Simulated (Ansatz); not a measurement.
Crystal: Pb.

```
Pb
1.0
     0.00000    2.47502    2.47502
     2.47502    0.00000    2.47502
     2.47502    2.47502    0.00000
Pb
1
Direct
  0.00000 0.00000 0.00000
```

Base run:

```yaml
Program: Ansatz 0.2.0
Functional: PBE
Potentials_or_basis: all-electron LAPW, scalar-relativistic
Cutoff: 154 eV (chosen from the basis error)
Basis_error_allowed: 0.001 eV/atom
k_mesh: 9 × 9 × 9
Occupations: gaussian, width 0.024 eV
Spin: no spin polarisation
```

Its results: pressure 2.3 GPa.

Q: The run is repeated on the same cell with these changes: functional from PBE to revPBE; occupations from gaussian, width 0.024 eV to fermi-dirac, width 0.05 eV. What comes out?

A: Pressure 3.4 GPa.
